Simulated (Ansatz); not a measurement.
# InSb: an elastic constant from a strain scan

The calculation used DFT PBEsol, scalar-relativistic, plane waves, PAW (Ansatz 0.2.0). Settings: plane waves to 420 eV, k-mesh 12×12×12 (Γ-centred), Gaussian smearing 0.15 eV. No spin polarisation. Energies are free energies at this smearing, counted from the undisturbed cell; pressure is positive in compression.

Zero of the scan (as given, not relaxed at this level; it stands at 0.8 GPa):

```yaml
crystal:
  lattice:
    - [0.00000, 3.23910, 3.23910]
    - [3.23910, 0.00000, 3.23910]
    - [3.23910, 3.23910, 0.00000]
  atoms:
    - { symbol: In, position: [0.00000, 0.00000, 0.00000] }
    - { symbol: Sb, position: [0.75000, 0.75000, 0.75000] }
```

The cell is strained by ε times the Voigt pattern (0, 0, 1, 0, 0, 0) (xx, yy, zz, yz, xz, xy; engineering shear) with fractional coordinates fixed. The cell holds 2 atoms in V0 = 67.97 Å³. The stress column is τ = (1/V0) dE/dε, got from the stress tensor σ (compression positive) at each point as −det(1 + εP) σ : P(1 + εP)⁻¹, with P the pattern as a tensor.

```csv
ε,ΔE (meV/atom),τ (GPa)
-0.0200,?,?
-0.0100,2.480,-1.501
0.0000,0.000,-0.842
0.0050,-0.724,-0.518
0.0150,-1.148,0.117
```

Question: Which combination of elastic constants does this scan measure, and how large is it?

Answer: For small ε, τ = τ0 + Kε with K = pᵀCp, which for this pattern is C11 in the cubic axes. The parabola through τ at ε = -0.0100, 0 and 0.0050 has slope K = 65 GPa at zero. The energies per cell, E = NΔE, of the same two points give K = 2[E(ε₊)/ε₊ − E(ε₋)/ε₋]/[(ε₊ − ε₋)V0] = 65 GPa, in agreement.

Question: Predict the withheld row at ε = -0.0200 from the harmonic law, and compare.

Answer: ΔE = V0(τ0 ε + Kε²/2)/N = 6.334 meV/atom and τ = -2.14 GPa. The calculation gives 6.379 meV/atom and -2.18 GPa, a miss of 0.7 % of the harmonic energy, so the harmonic law still holds here.

In a metal these slopes depend on the k mesh and the smearing.